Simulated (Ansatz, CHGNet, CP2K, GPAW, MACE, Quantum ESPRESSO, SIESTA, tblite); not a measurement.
**GPAW on twisted 2H-MoTe2/1T-TiSe2 bilayer, 21.79° (42 atoms): settings against a plane-wave reference**

How do the settings of GPAW change the result for twisted 2H-MoTe2/1T-TiSe2 bilayer, 21.79° (42 atoms)? A plane-wave run serves as the yardstick.

Main program and level: GPAW 26.7.0; the method is named at each step.

## 1. The starting structure

The cell holds 42 atoms: 7 Mo, 14 Te, 7 Ti and 14 Se. Its edges and angles: a = 9.339 Å, b = 9.339 Å, c = 26.040 Å, α = 90.0°, β = 90.0°, γ = 120.0°. 2H-MoTe2 (a = 3.52 Å) under 1T-TiSe2 (a = 3.54 Å), bilayer, commensurate cell of 7 unit cells a layer, twist 21.79 deg, both strained to the mean lattice constant; facing planes 3.34 Å apart; 16 Å of vacuum; layers as built, displaced by a Gaussian of 0.01 Å. Then every atom was moved at random, 0.03 Å r.m.s. a Cartesian component. Regions: layer 1, 21 atoms (7 Mo and 14 Te); layer 2, 21 atoms (7 Ti and 14 Se). Vacuum lies along c.

The yardstick, on the same geometry:

* method: Kohn-Sham DFT, PBE, PAW, plane waves (Ansatz 0.2.0); cutoff 420 eV, Γ point, fermi-dirac smearing of 0.05 eV; PAW set soft_2
* r.m.s. force component: 0.4396 eV/Å
* longest force: 1.668 eV/Å
* SCF cycles: 23
* time: 19 s on 8 threads of Arm Neoverse V2, shared host
* CPU time: 2.3 min

## 2. PBE, LCAO dzp, h 0.2 Å

Method: Kohn-Sham DFT, PBE, PAW, atomic orbitals (dzp).

File run.py:

```python
import numpy as np
from ase.io import read
from gpaw import GPAW, FermiDirac

atoms = read("structure.xyz")
atoms.calc = GPAW(
    mode="lcao",
    basis="dzp",
    h=0.2,
    xc="PBE",
    kpts={"size": (1, 1, 1), "gamma": True},
    occupations=FermiDirac(0.05),
    maxiter=200,
    symmetry={"point_group": False},
    txt="gpaw.txt",
)
energy = atoms.get_potential_energy(force_consistent=True)
forces = atoms.get_forces()
print(f"energy {energy:.6f} eV")
print("forces (eV/A)")
for i, (a, f) in enumerate(zip(atoms, forces)):
    print(f"{i:4d} {a.symbol:2s} {f[0]:10.5f} {f[1]:10.5f} {f[2]:10.5f}")
print(f"Fermi level {atoms.calc.get_fermi_level():.4f} eV")
for k in range(len(atoms.calc.get_ibz_k_points())):
    for s in range(atoms.calc.get_number_of_spins()):
        e = atoms.calc.get_eigenvalues(kpt=k, spin=s)
        n = np.searchsorted(e, atoms.calc.get_fermi_level())
        print(f"k {k} spin {s} levels about the Fermi level:", np.round(e[max(n - 6, 0):n], 4).tolist(), "|", np.round(e[n:n + 6], 4).tolist())
```

File structure.xyz:

```xyz
42
Lattice="9.33950 0.00000 0.00000 -4.66975 8.08824 0.00000 0.00000 0.00000 26.04000" Properties=species:S:1:pos:R:3 pbc="T T T"
Mo 0.65465 1.95371 9.75432
Te 2.00617 0.35580 11.63389
Te 2.01635 0.35790 8.01433
Mo 0.01672 5.32562 9.75302
Te 1.36240 3.84070 11.58155
Te 1.32042 3.84353 7.96251
Mo 4.02691 0.80122 9.78713
Te 0.64825 7.29883 11.57869
Te 0.66138 7.34485 7.98386
Mo 3.38459 4.24544 9.81630
Te 4.65840 2.69880 11.59848
Te 4.62866 2.76052 8.06250
Mo 2.64158 7.73592 9.75563
Te 3.97074 6.13889 11.63311
Te 4.03639 6.17092 8.00652
Mo 6.62619 3.02403 9.80562
Te 8.00451 1.54874 11.62321
Te 8.02772 1.56516 7.99324
Mo -3.36045 6.51637 9.78844
Te -1.96601 4.98794 11.58129
Te -2.00748 5.01366 8.05626
Ti -2.03256 5.76206 16.47941
Se -0.63807 7.33992 17.98348
Se -0.00177 5.41330 14.95920
Ti 4.67115 8.07805 16.49504
Se 1.25350 1.58457 18.11681
Se -2.65732 7.68553 15.00659
Ti 0.70182 3.41639 16.45832
Se 2.03498 5.00064 18.04442
Se 2.68053 3.08243 14.92196
Ti 1.29235 6.88592 16.48801
Se 7.34071 0.37926 18.02984
Se 3.33280 6.55730 14.92561
Ti 3.36549 1.14157 16.47785
Se 4.71425 2.68829 18.06030
Se 5.36148 0.76588 14.90295
Ti 4.04573 4.62526 16.52524
Se 5.31273 6.11608 18.04442
Se 5.97831 4.23791 14.99383
Ti 6.67578 2.32796 16.50962
Se -1.27806 3.79217 18.03921
Se -0.67151 1.97175 14.94696
```

Launch:

```console
$ OMP_NUM_THREADS=1 python run.py > output.txt
```

Numbers of over 12 decimals in the logs are rounded to 6 here.

The program printed:

```text
energy -234.466991 eV
forces (eV/A)
   0 Mo    0.31216   -0.62293    1.07042
   1 Te   -0.16950    0.31213   -0.47215
   2 Te   -0.08187    0.21136   -0.63824
   3 Mo    0.22926    1.07910    0.63550
   4 Te   -0.11680   -0.05226    0.48335
   5 Te    0.67874    0.07823   -0.67663
   6 Mo   -0.63419   -0.35910    0.48612
   7 Te    0.06181   -0.11543    0.22407
   8 Te   -0.08681   -0.23860   -0.67821
   9 Mo   -1.22003    0.28397   -0.07877
  10 Te    0.13405   -0.16833    1.05168
  11 Te    0.39553   -0.63876   -1.87737
  12 Mo    0.66519   -0.48185    0.90875
  13 Te    0.20375    0.57814   -0.14084
  14 Te   -0.56286    0.08260   -0.84620
  15 Mo    0.75131    0.64325    0.19349
  16 Te    0.03750   -0.26328   -0.10471
  17 Te   -0.43958   -0.06803   -0.98562
  18 Mo    0.25891    0.47506    1.13244
  19 Te   -0.28328   -0.18305    0.42492
  20 Te   -0.16753   -0.57725   -1.31734
  21 Ti    0.09670   -0.61368    0.26583
  22 Se   -0.27055    0.22076    0.99085
  23 Se   -0.01408    0.21265   -0.46956
[...]
34 Se   -0.32002    0.06878    0.31402
  35 Se   -0.26274    0.39977    0.05251
  36 Ti   -0.50402   -0.47161   -0.25430
  37 Se    0.31578    0.61306    0.68030
  38 Se    0.30058    0.24483   -0.80709
  39 Ti    0.10864   -0.64636    0.12150
  40 Se   -0.29401    0.63479    0.35967
  41 Se    0.16849   -0.06557   -0.17809
Fermi level 1.4349 eV
k 0 spin 0 levels about the Fermi level: [0.6655, 0.764, 0.8026, 0.8136, 1.3844, 1.3952] | [1.4897, 1.501, 1.569, 1.6139, 1.6522, 1.6809]
```

gpaw.txt:

```text
Input parameters:
  mode=LCAO(),
  basis={'default': 'dzp'},
  h=0.2,
  kpts=MonkhorstPack(size=(1, 1, 1), gamma=True),
  maxiter=200,
  occupations=Occupations(name='fermi-dirac', width=0.05, fixmagmom=False),
  symmetry=Symmetry(point_group=False),
  xc=XC(name='PBE')
Unit cell  # Å
| periodic |         x |        y |         z |   lengths |     angles |
|----------|-----------|----------|-----------|-----------|------------|
|      yes |  9.339500 | 0.000000 |  0.000000 |  9.339500 |  90.000000 |
|      yes | -4.669750 | 8.088240 |  0.000000 |  9.339496 |  90.000000 |
|      yes |  0.000000 | 0.000000 | 26.040000 | 26.040000 | 120.000013 |
Number of symmetries: 1
Symmetry operations  # r_c * U_cc + t_c -> r_c
|   | kind |            matrix            |
|---|------|------------------------------|
| 0 |  E   |  1, 0, 0,  0, 1, 0,  0, 0, 1 |
BZ-sampling:
  Number of BZ points: 1
  Number of IBZ points: 1
  Monkhorst-Pack size: [1, 1, 1]
  Monkhorst-Pack shift: [0, 0, 0]
[... lines left out ...]
  Fermi-Dirac:
[... lines left out ...]
xc functional:
  name: PBE with 2 nearest neighbor stencil
interpolation: tri-quintic # 5. degree polynomial
Initialization done in: 9.085 s
convergence criteria:
- Maximum [total energy] change in last 3 cyles: 0.0005 eV / valence electron
- Maximum integral of absolute [dens]ity change: 0.0001 electrons / valence electron
- Maximum integral of absolute [eigenst]ate change: 4e-08 eV^2 / valence electron
maximum number of iterations: 200
SCF iterations
|iter     |      energy | eigst |  dens |
|---------|-------------|-------|-------|
|iter:   1| -244.239321 |      c|       |
|iter:   2| -239.864890 |      c| -1.18 |
|iter:   3| -240.218156 |      c| -1.19 |
|iter:   4| -235.662251 |      c| -1.24 |
|iter:   5| -236.426919 |      c| -1.48 |
|iter:   6| -234.469040 |      c| -1.46 |
|iter:   7| -234.512350 |      c| -1.86 |
|iter:   8| -234.494823c|      c| -1.83 |
|iter:   9| -234.380181c|      c| -2.09 |
|iter:  10| -234.349753c|      c| -2.24 |
[...]
|iter:  18| -234.327220c|      c| -3.89 |
|iter:  19| -234.327490c|      c| -3.92 |
|iter:  20| -234.327433c|      c| -4.09c|
Converged in 20 steps
SCF loop duration: 134.804 s (6.740 s/step)
Energy contributions relative to reference atoms: (reference = -4446025.626294)
Energy contributions:
  Kinetic:         432.199789
  Coulomb:        -449.717417
  Zero:              4.171467
  External:          0.000000
  Xc:             -220.841713
  Entropy:          -0.279117
  Spinorbit:         0.000000
  ----------------------------
  Free energy:    -234.466991
  Extrapolated:   -234.327433
dipole moment: (35.495432, 11.870919, -0.261575)  # |e|*Ang
Fermi level: 1.435
Eigenvalues  # (at kpt = [0.000, 0.000, 0.000])
| band index |      eig [eV] | occ [0-2] |
|------------|---------------|-----------|
|          0 |       -59.692 |     2.000 |
|        ... |               |           |
|        167 |         0.583 |     2.000 |
|        168 |         0.619 |     2.000 |
[...]
|        182 |         1.755 |     0.003 |
|        ... |               |           |
|        213 |         3.559 |     0.000 |
Gap: 0.094 eV
Transition (v -> c):
  (s=0, k=0, n=174, [0.00, 0.00, 0.00]) -> (s=0, k=0, n=175, [0.00, 0.00, 0.00])
No difference between direct/indirect transitions
Force computation time: 15.041  # s
timing:  # [seconds]
  Total:  158.958  # ━━━━━━━━━━━━━━━━━━━━━━━━━━━━━━━━━━━━━━━━━━━━━━━━━━━━━━━━
  Init:     9.084  # ━━━
  SCF:    134.804  # ━━━━━━━━━━━━━━━━━━━━━━━━━━━━━━━━━━━━━━━━━━━━━━━╸
  Forces:  15.041  # ━━━━━╸
```

It took 2.7 min on 1 thread of Arm Neoverse V2, shared host; peak memory 1.3 GiB.

Banners, paths, timers and routine set-up lines are dropped from the logs unmarked, and long logs keep their key lines alone; longer cuts are marked.

Against the reference:

```
r.m.s. force component                  : 0.4988 eV/Å
r.m.s. difference of force components   : 114.4 meV/Å
longest difference of force vectors     : 364.2 meV/Å
force difference over r.m.s. force      : 26.02 %
slope of forces against the reference's : 1.11
correlation of force components         : 0.9781
```

This run lies far from the reference in forces at the same functional. Basis and potentials both differ; the latter hold 350 valence electrons against the reference's 630.

Length of the force difference by element (eV/Å):

```
element  atoms   mean   most
     Mo      7  0.063  0.081
     Se     14   0.17   0.22
     Te     14   0.29   0.36
     Ti      7  0.043  0.056
```

Local excerpt of 11 atoms (numbers count through the whole input) about Te12, which bears the longest force; x, y, z are measured from there.

```csv
atom,x,y,z,distance (Å),bonds,Fx,Fy,Fz (eV/Å)
Te12,0.00,0.00,0.00,0.00,3,0.40,-0.64,-1.88
Mo10,-1.24,1.48,1.75,2.61,6,-1.22,0.28,-0.08
Mo16,2.00,0.26,1.74,2.66,6,0.75,0.64,0.19
Mo7,-0.60,-1.96,1.72,2.68,6,-0.63,-0.36,0.49
Te15,-0.59,3.41,-0.06,3.46,3,-0.56,0.08,-0.85
Te6,-3.31,1.08,-0.10,3.48,3,0.68,0.08,-0.68
Te21,2.70,2.25,-0.01,3.52,3,-0.17,-0.58,-1.32
Te11,0.03,-0.06,3.54,3.54,3,0.13,-0.17,1.05
Te3,-2.61,-2.40,-0.05,3.55,3,-0.08,0.21,-0.64
Te9,0.70,-3.50,-0.08,3.57,3,-0.09,-0.24,-0.68
Te18,3.40,-1.20,-0.07,3.60,3,-0.44,-0.07,-0.99
```

Atoms are counted from 1 here, from 0 in the log.

Forces lie 26 % from the reference's, at 1.2 times its CPU time (on 1 against 8 cores).

## 3. PBE, plane waves 450 eV

Method: Kohn-Sham DFT, PBE, PAW, plane waves.

Edit run.py of step 2 so:

```diff
@@ -2,3 +2,4 @@
 from ase.io import read
-from gpaw import GPAW, FermiDirac
+from gpaw import GPAW, FermiDirac, PW
+from ase.parallel import parprint as print
 
@@ -6,5 +7,3 @@
 atoms.calc = GPAW(
-    mode="lcao",
-    basis="dzp",
-    h=0.2,
+    mode=PW(450),
     xc="PBE",
@@ -14,2 +13,3 @@
     symmetry={"point_group": False},
+    nbands=372,
     txt="gpaw.txt",
```

structure.xyz is that of step 2.

Launch:

```console
$ OMP_NUM_THREADS=1 mpirun -np 4 gpaw python run.py > output.txt
```

The program printed:

```text
energy -247.838263 eV
forces (eV/A)
   0 Mo    0.28259   -0.57797    1.00607
   1 Te   -0.13151    0.29090   -0.77380
   2 Te   -0.07819    0.19004   -0.31153
   3 Mo    0.21312    1.02183    0.60749
   4 Te   -0.12201   -0.03531    0.12816
   5 Te    0.60146    0.05278   -0.33669
   6 Mo   -0.58713   -0.29863    0.46251
   7 Te    0.08706   -0.14600   -0.13256
   8 Te   -0.06389   -0.26267   -0.34461
   9 Mo   -1.13914    0.22954   -0.08046
  10 Te    0.10148   -0.15017    0.64102
  11 Te    0.37000   -0.57103   -1.43034
  12 Mo    0.63042   -0.45100    0.86318
  13 Te    0.17155    0.51666   -0.46589
  14 Te   -0.50197    0.07210   -0.51735
  15 Mo    0.69484    0.63130    0.18895
  16 Te    0.01714   -0.23020   -0.43982
  17 Te   -0.40738   -0.06375   -0.61882
  18 Mo    0.25732    0.43441    1.05776
  19 Te   -0.23454   -0.15747    0.05307
  20 Te   -0.16413   -0.52970   -0.93232
  21 Ti    0.10706   -0.58690    0.24554
  22 Se   -0.27397    0.18594    0.81213
  23 Se   -0.01535    0.21079   -0.28007
[...]
34 Se   -0.25980    0.05628    0.19121
  35 Se   -0.23945    0.42925    0.18796
  36 Ti   -0.50566   -0.42724   -0.23144
  37 Se    0.31968    0.60229    0.53304
  38 Se    0.29073    0.22953   -0.64037
  39 Ti    0.07486   -0.60820    0.14836
  40 Se   -0.31723    0.66946    0.22245
  41 Se    0.15731   -0.03458   -0.05767
Fermi level 1.3894 eV
k 0 spin 0 levels about the Fermi level: [0.6403, 0.7385, 0.7742, 0.7874, 1.3338, 1.3426] | [1.4526, 1.4605, 1.5247, 1.5689, 1.6068, 1.6383]
```

gpaw.txt:

```text
Input parameters:
  mode=PW(ecut=450.000000),
  kpts=MonkhorstPack(size=(1, 1, 1), gamma=True),
  maxiter=200,
  nbands=372,
  occupations=Occupations(name='fermi-dirac', width=0.05, fixmagmom=False),
  symmetry=Symmetry(point_group=False),
  xc=XC(name='PBE')
Diagonalizing LCAO Hamiltonian
Converting LCAO to pw mode
Unit cell  # Å
[... lines left out ...]
  Converge bands: occupied
[... lines left out ...]
  Fermi-Dirac:
[... lines left out ...]
convergence criteria:
- Maximum [total energy] change in last 3 cyles: 0.0005 eV / valence electron
[... lines left out ...]
Converged in 26 steps
[... lines left out ...]
  Kinetic:         245.666695
  Coulomb:        -278.017142
  Zero:             -1.203805
  External:          0.000000
  Xc:             -214.016119
  Entropy:          -0.267892
  Spinorbit:         0.000000
  ----------------------------
  Free energy:    -247.838263
  Extrapolated:   -247.704317
dipole moment: (35.421749, 11.941140, -0.267848)  # |e|*Ang
Fermi level: 1.389
Eigenvalues  # (at kpt = [0.000, 0.000, 0.000])
| band index |      eig [eV] | occ [0-2] |
|------------|---------------|-----------|
|          0 |       -59.671 |     2.000 |
|        ... |               |           |
|        167 |         0.558 |     2.000 |
|        168 |         0.595 |     2.000 |
[...]
|        182 |         1.711 |     0.003 |
|        ... |               |           |
|        371 |        12.676 |     0.000 |
Gap: 0.110 eV
Transition (v -> c):
  (s=0, k=0, n=174, [0.00, 0.00, 0.00]) -> (s=0, k=0, n=175, [0.00, 0.00, 0.00])
No difference between direct/indirect transitions
Force computation time: 1.398  # s
```

Elapsed: 2.4 min, on 4 MPI ranks; peak memory 2 GiB; 9.4 min of CPU time.

Against the reference:

```
r.m.s. force component                  : 0.4323 eV/Å
r.m.s. difference of force components   : 26.17 meV/Å
longest difference of force vectors     : 88.79 meV/Å
force difference over r.m.s. force      : 5.953 %
slope of forces against the reference's : 0.9818
correlation of force components         : 0.9983
```

Against the first run (26 %), the force difference from the reference is 6.0 %, at 3.5 times the CPU time (on 4 against 1 cores).

(Part 1 of 2 ends here.)

[Also dropped from logs without a mark: logging warnings of Python, and SIESTA's first energy breakdown and zero terms.]

[Logs are printed without paths, hosts, clocks, repeated set-up lines and the standing remarks that a program may print on its own settings, such as how far it seeks lower states.]

[Hosts, paths, dates, database ids (printed as entryN), source tags and the programs' standing remarks are cut or masked in the printed files.]
